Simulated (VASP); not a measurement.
# HgTe (Fm-3m) in VASP: single point with PBE

Aim: the single point of HgTe with PBE.

Everything below comes from runs of VASP 6.6.1. Logs are shortened: lines on timing, memory, paths and dates and some standing lists are left out, and cuts for length are marked.

### Step 1. The crystal as given

It takes space group Fm-3m (No. 225, cubic). Conventional cell: a = 6.154 Å, b = 6.154 Å, c = 6.154 Å, α = 90.00°, β = 90.00°, γ = 90.00°. Around Hg (site symmetry m-3m) lie 6 Te at 3.08 Å. Te (site symmetry m-3m) is surrounded by 6 Hg at 3.08 Å.

Measurements of this composition are mostly on another form, of space group No. 216.

### Step 2. Single point, PBE

INCAR reads:

```
SYSTEM = HgTe
PREC = Accurate ; ENCUT = 520
EDIFF = 1E-6 ; ISMEAR = 0
SIGMA = 0.15 ; LREAL = .FALSE.
LASPH = .TRUE. ; NELM = 100
ALGO = Normal ; ISIF = 2
LWAVE = .FALSE. ; LCHARG = .TRUE.
GGA = PE ; LELF = .TRUE.
LVHAR = .TRUE. ; NBANDS = 16
```

KPOINTS reads:

```
Automatic mesh
0
G
  14 14 14
  0 0 0
```

POSCAR reads:

```
HgTe
1.0
    0.0000000000      3.0771170000      3.0771170000
    3.0771170000      0.0000000000      3.0771170000
    3.0771170000      3.0771170000      0.0000000000
Hg Te
1 1
Direct
    0.0000000000      0.0000000000      0.0000000000
    0.5000000000      0.5000000000      0.5000000000
```

Potentials or basis: VASP PAW PBE potentials, release 64 (Hg, Te).

Command:

```bash
$ cat potpaw_PBE.64/Hg/POTCAR potpaw_PBE.64/Te/POTCAR > POTCAR
$ mpirun -np 1 vasp_std > vasp.out
```

OUTCAR:

```text
SYSTEM = HgTe
   PREC = Accurate
   ENCUT = 520
   EDIFF = 1E-6
   ISMEAR = 0
   LREAL = .FALSE.
   LASPH = .TRUE.
   NELM = 100
   ISIF = 2
   GGA = PE

 ion  position               nearest neighbor table
   1  0.000  0.000  0.000-   2 3.08   2 3.08   2 3.08   2 3.08   2 3.08   2 3.08
   2  0.500  0.500  0.500-   1 3.08   1 3.08   1 3.08   1 3.08   1 3.08   1 3.08

  LATTYP: Found a face centered cubic cell.
 ALAT       =     6.1542340000

  Lattice vectors:

 A1 = (   0.0000000000,   3.0771170000,   3.0771170000)
 A2 = (   3.0771170000,   0.0000000000,   3.0771170000)
 A3 = (   3.0771170000,   3.0771170000,   0.0000000000)

Analysis of symmetry for initial positions (statically):
=====================================================================
 Subroutine PRICEL returns:
 Original cell was already a primitive cell.

 Routine SETGRP: Setting up the symmetry group for a
 face centered cubic supercell.

 Subroutine GETGRP returns: Found 48 space group operations
 (whereof 48 operations were pure point group operations)
 out of a pool of 48 trial point group operations.

The static configuration has the point symmetry O_h .

Analysis of symmetry for dynamics (positions and initial velocities):
=====================================================================
 Subroutine PRICEL returns:
 Original cell was already a primitive cell.

 Routine SETGRP: Setting up the symmetry group for a
 face centered cubic supercell.

 Subroutine GETGRP returns: Found 48 space group operations
 (whereof 48 operations were pure point group operations)
 out of a pool of 48 trial point group operations.

The dynamic configuration has the point symmetry O_h .

 Subroutine INISYM returns: Found 48 space group operations
 (whereof 48 operations are pure point group operations),
 and found     1 'primitive' translations

----------------------------------------------------------------------------------------

                                     Primitive cell

  volume of cell :      58.2723

  direct lattice vectors                    reciprocal lattice vectors
     0.000000000  3.077117000  3.077117000    -0.162489759  0.162489759  0.162489759
     3.077117000  0.000000000  3.077117000     0.162489759 -0.162489759  0.162489759
     3.077117000  3.077117000  0.000000000     0.162489759  0.162489759 -0.162489759

  length of vectors
     4.351700594  4.351700594  4.351700594     0.281440518  0.281440518  0.281440518

  position of ions in fractional coordinates (direct lattice)
     0.000000000  0.000000000  0.000000000
     0.500000000  0.500000000  0.500000000

  ion indices of the primitive-cell ions
   primitive index   ion index
                 1           1
                 2           2

----------------------------------------------------------------------------------------

 KPOINTS: Automatic mesh

Automatic generation of k-mesh.
 Grid dimensions read from file:
 generate k-points for:   14   14   14

 Generating k-lattice:

  Cartesian coordinates                     Fractional coordinates (reciprocal lattice)
    -0.011606411  0.011606411  0.011606411     0.071428571  0.000000000  0.000000000
     0.011606411 -0.011606411  0.011606411     0.000000000  0.071428571  0.000000000
     0.011606411  0.011606411 -0.011606411     0.000000000  0.000000000  0.071428571

  Length of vectors
     0.020102894  0.020102894  0.020102894

  Shift w.r.t. Gamma in fractional coordinates (k-lattice)
     0.000000000  0.000000000  0.000000000

 Subroutine IBZKPT returns following result:
 ===========================================

 Found    104 irreducible k-points:

 Following reciprocal coordinates:
            Coordinates               Weight
  0.000000  0.000000  0.000000      1.000000
  0.071429  0.000000  0.000000      8.000000
  0.142857  0.000000  0.000000      8.000000
  0.214286  0.000000  0.000000      8.000000
  0.285714  0.000000  0.000000      8.000000
  0.357143  0.000000  0.000000      8.000000
[... 16 lines left out ...]
  0.214286  0.142857  0.000000     24.000000
  0.285714  0.142857  0.000000     24.000000
 [... further k-points ...]
   k-points           NKPTS =    104   k-points in BZ     NKDIM =    104   number of bands    NBANDS=     16
   number of dos      NEDOS =    301   number of ions     NIONS =      2
   total plane-waves  NPLWV =  32768
   dimension x,y,z NGX =    32 NGY =   32 NGZ =   32
   dimension x,y,z NGXF=    64 NGYF=   64 NGZF=   64
   ions per type =               1   1
   NGX,Y,Z   is equivalent  to a cutoff of  12.22, 12.22, 12.22 a.u.
   NGXF,Y,Z  is equivalent  to a cutoff of  24.45, 24.45, 24.45 a.u.
 SYSTEM =  HgTe
   PREC   = accura    normal or accurate (medium, high low for compatibility)
   ISTART =      0    job   : 0-new  1-cont  2-samecut
   ICHARG =      2    charge: 1-file 2-atom 10-const
   ISPIN  =      1    spin polarized calculation?
   LNONCOLLINEAR =      F non collinear calculations
   LSORBIT =      F    spin-orbit coupling
   LASPH  =      T    aspherical Exc in radial PAW
   ENCUT  =  520.0 eV  38.22 Ry    6.18 a.u.   8.09  8.09  8.09*2*pi/ulx,y,z
   NELM   =    100;   NELMIN=  2; NELMDL= -5     # of ELM steps
   EDIFF  = 0.1E-05   stopping-criterion for ELM
   LREAL  =      F    real-space projection
   EDIFFG = 0.1E-04   stopping-criterion for IOM
   NSW    =      0    number of steps for IOM
   IBRION =     -1    ionic relax: 0-MD 1-quasi-New 2-CG
   NFREE  =      0    steps in history (QN), initial steepest desc. (CG)
   ISIF   =      2    stress and relaxation
   ISYM   =      2    0-nonsym 1-usesym 2-fastsym
   POTIM  = 0.5000    time-step for ionic-motion
   TEBEG  =    0.0;   TEEND  =   0.0 temperature during run
   PSTRESS=    0.0 pullay stress
   NELECT =      18.0000    total number of electrons
   NUPDOWN=      -1.0000    fix difference up-down
   EMIN   =  10.00;   EMAX   =-10.00  energy-range for DOS
   EFERMI =   0.00;   METHOD = LEGACY
   ISMEAR =     0;   SIGMA  =   0.15  broadening in eV -4-tet -1-fermi 0-gaus
   EFERMI_NEDOS =   21; number of points for ismear=-14 and -15
   IALGO  =     38    algorithm
   IMIX   =      4    mixing-type and parameters
     AMIX     =   0.40;   BMIX     =  1.00
     AMIX_MAG =   1.60;   BMIX_MAG =  1.00
  volume/ion in A,a.u.               =      29.14       196.62
  Fermi-wavevector in a.u.,A,eV,Ry     =   1.106653  2.091272 16.662809  1.224682
  Thomas-Fermi vector in A             =   2.243157
   LORBIT       =      0    0 simple, 1 ext, 2 COOP (PROOUT), +10 PAW based schemes
   GGA     = PE    functional components
   LHFCALC =     F    Hartree Fock is set to
   AEXX    =    0.0000 exact exchange contribution
   IVDW    =     0    specifies the selected vdW correction
   LEPSILON=     F    determine dielectric tensor
   LRPA    =     F    only Hartree local field effects (RPA)
 non-spin polarized calculation
 Gauss-broadening in eV      SIGMA  =   0.15
  energy-cutoff  :      520.00
  volume of cell :       58.27
 maximum number of plane-waves:      1588
   NGX = 17   NGY = 17   NGZ = 17

 number of electron      17.9999999 magnetization

 Free energy of the ion-electron system (eV)
  ---------------------------------------------------
  ext. energy  EPLUGINS =         0.00000000
  ---------------------------------------------------
  free energy    TOTEN  =        -3.35310343 eV

  energy without entropy =       -3.33877258  energy(sigma->0) =       -3.34593801

 E-fermi :   4.0893     XC(G=0):  -9.7457

 val. band max:        4.0824917879   @ k =  -0.2143   0.0714   0.0000
 cond. band min:       4.0988540032   @ k =   0.5000   0.2857   0.0000
 fundamental gap:      0.0163622153
 Fermi energy:         4.0893459830

 k-point     1 :       0.0000    0.0000    0.0000
  band No.  band energies     occupation
      1      -7.7509      2.00000
      2      -2.5059      2.00000
      3      -2.5059      2.00000
      4      -2.4489      2.00000
      5      -2.4489      2.00000
      6      -2.4489      2.00000
[... 8 lines left out ...]
     15      11.8109      0.00000
     16      11.8109      0.00000

 k-point     2 :       0.0714    0.0000    0.0000
  band No.  band energies     occupation
      1      -7.7087      2.00000
      2      -2.5211      2.00000
      3      -2.5211      2.00000
      4      -2.4539      2.00000
      5      -2.4434      2.00000
      6      -2.4434      2.00000
[... 8 lines left out ...]
     15      11.9787      0.00000
     16      11.9787      0.00000

 k-point     3 :       0.1429    0.0000    0.0000
  band No.  band energies     occupation
      1      -7.5850      2.00000
      2      -2.5663      2.00000
      3      -2.5663      2.00000
      4      -2.4707      2.00000
      5      -2.4239      2.00000
      6      -2.4239      2.00000
[... 8 lines left out ...]
     15      12.2424      0.00000
     16      12.2424      0.00000

 k-point     4 :       0.2143    0.0000    0.0000
  band No.  band energies     occupation
      1      -7.3906      2.00000
      2      -2.6321      2.00000
      3      -2.6321      2.00000
      4      -2.5060      2.00000
      5      -2.3930      2.00000
      6      -2.3930      2.00000
[... 8 lines left out ...]
     15      12.6491      0.00000
     16      12.6491      0.00000

 k-point     5 :       0.2857    0.0000    0.0000
  band No.  band energies     occupation
      1      -7.1470      2.00000
      2      -2.7032      2.00000
      3      -2.7032      2.00000
      4      -2.5728      2.00000
      5      -2.3576      2.00000
      6      -2.3576      2.00000
[... 8 lines left out ...]
     15      13.1994      0.00000
     16      13.1994      0.00000

 k-point     6 :       0.3571    0.0000    0.0000
  band No.  band energies     occupation
      1      -6.8924      2.00000
      2      -2.7654      2.00000
      3      -2.7654      2.00000
      4      -2.6829      2.00000
      5      -2.3251      2.00000
      6      -2.3251      2.00000
[... 8 lines left out ...]
     15      13.8683      0.00000
     16      13.8683      0.00000

 k-point     7 :       0.4286    0.0000    0.0000
  band No.  band energies     occupation
      1      -6.6881      2.00000
      2      -2.8119      2.00000
      3      -2.8074      2.00000
      4      -2.8074      2.00000
      5      -2.3023      2.00000
      6      -2.3023      2.00000
[... 8 lines left out ...]
     15      14.5702      0.00000
     16      14.5702      0.00000

 k-point     8 :       0.5000    0.0000    0.0000
  band No.  band energies     occupation
      1      -6.6076      2.00000
      2      -2.8739      2.00000
      3      -2.8222      2.00000
      4      -2.8222      2.00000
      5      -2.2941      2.00000
      6      -2.2941      2.00000
[... 8 lines left out ...]
     15      14.9594      0.00000
     16      14.9594      0.00000

 k-point     9 :       0.0714    0.0714    0.0000
  band No.  band energies     occupation
      1      -7.6951      2.00000
      2      -2.5473      2.00000
      3      -2.5016      2.00000
      4      -2.4552      2.00000
      5      -2.4426      2.00000
      6      -2.4426      2.00000
[... 8 lines left out ...]
     15      12.5189      0.00000
     16      12.5189      0.00000
[... 172 lines left out ...]
 k-point    19 :      -0.2143    0.0714    0.0000
  band No.  band energies     occupation
      1      -7.2858      2.00000
      2      -2.6902      2.00000
      3      -2.6457      2.00000
      4      -2.5104      2.00000
      5      -2.3896      2.00000
      6      -2.3653      2.00000
[... 8 lines left out ...]
     15      12.4198      0.00000
     16      13.5459      0.00000

 k-point    20 :      -0.1429    0.0714    0.0000
  band No.  band energies     occupation
      1      -7.4941      2.00000
      2      -2.6229      2.00000
      3      -2.5759      2.00000
      4      -2.4772      2.00000
      5      -2.4185      2.00000
      6      -2.4010      2.00000
[... 8 lines left out ...]
     15      12.2324      0.00000
     16      12.9732      0.00000

 k-point    21 :      -0.0714    0.0714    0.0000
  band No.  band energies     occupation
      1      -7.6398      2.00000
      2      -2.5630      2.00000
      3      -2.5297      2.00000
      4      -2.4607      2.00000
      5      -2.4367      2.00000
      6      -2.4299      2.00000
[... 8 lines left out ...]
     15      12.2327      0.00000
     16      12.4746      0.00000

 k-point    22 :       0.1429    0.1429    0.0000
  band No.  band energies     occupation
      1      -7.5386      2.00000
      2      -2.6483      2.00000
      3      -2.4892      2.00000
      4      -2.4727      2.00000
      5      -2.4227      2.00000
      6      -2.4227      2.00000
[... 8 lines left out ...]
     15      13.4784      0.00000
     16      13.4784      0.00000

 k-point    23 :       0.2143    0.1429    0.0000
  band No.  band energies     occupation
      1      -7.4062      2.00000
      2      -2.7043      2.00000
      3      -2.5084      2.00000
      4      -2.4862      2.00000
      5      -2.4055      2.00000
      6      -2.3935      2.00000
[... 8 lines left out ...]
     15      13.6031      0.00000
     16      13.7890      0.00000

 k-point    24 :       0.2857    0.1429    0.0000
  band No.  band energies     occupation
      1      -7.2175      2.00000
      2      -2.7523      2.00000
      3      -2.5624      2.00000
      4      -2.5075      2.00000
      5      -2.3818      2.00000
      6      -2.3526      2.00000
[... 8 lines left out ...]
     15      13.7151      0.00000
     16      14.1143      0.00000

 [... further k-points ...]

------------------------ aborting loop because EDIFF is reached ----------------------------------------

  FORCE on cell =-STRESS in cart. coord.  units (eV):
  Direction    XX          YY          ZZ          XY          YZ          ZX
  --------------------------------------------------------------------------------------
  -------------------------------------------------------------------------------------
  Total       -0.0556921     -0.0556921     -0.0556921      0.0000000      0.0000000      0.0000000
  in kB       -1.5312361     -1.5312361     -1.5312361      0.0000000      0.0000000      0.0000000
  external PRESSURE =      -1.5312361 kB  Pullay stress =       0.0000000 kB

 VOLUME and BASIS-vectors are now :
 -----------------------------------------------------------------------------
  energy-cutoff  :      520.00
  volume of cell :       58.27
      direct lattice vectors                 reciprocal lattice vectors
     0.000000000  3.077117000  3.077117000    -0.162489759  0.162489759  0.162489759
     3.077117000  0.000000000  3.077117000     0.162489759 -0.162489759  0.162489759
     3.077117000  3.077117000  0.000000000     0.162489759  0.162489759 -0.162489759

 POSITION                                       TOTAL-FORCE (eV/Angst)
 -----------------------------------------------------------------------------------
      0.00000      0.00000      0.00000        -0.000000     -0.000000      0.000000
      3.07712      3.07712      3.07712         0.000000      0.000000     -0.000000
 -----------------------------------------------------------------------------------
    total drift:                                0.000000     -0.000000     -0.000000

  FREE ENERGIE OF THE ION-ELECTRON SYSTEM (eV)
  ---------------------------------------------------
  free  energy   TOTEN  =        -3.3531034268 eV

  energy  without entropy=       -3.3387725833  energy(sigma->0) =       -3.34593801
```

It took 27 s on 1 thread of Intel Xeon 6975P-C (Granite Rapids), shared host; peak memory 0.24 GiB.

What came out:

```
Free energy            : -3.3531 eV
Pressure               : -0.2 GPa
Band gap on the k mesh : none (metal or under the smearing width)
```

The run has no spin-orbit coupling, so splittings on Hg, Te are missing.
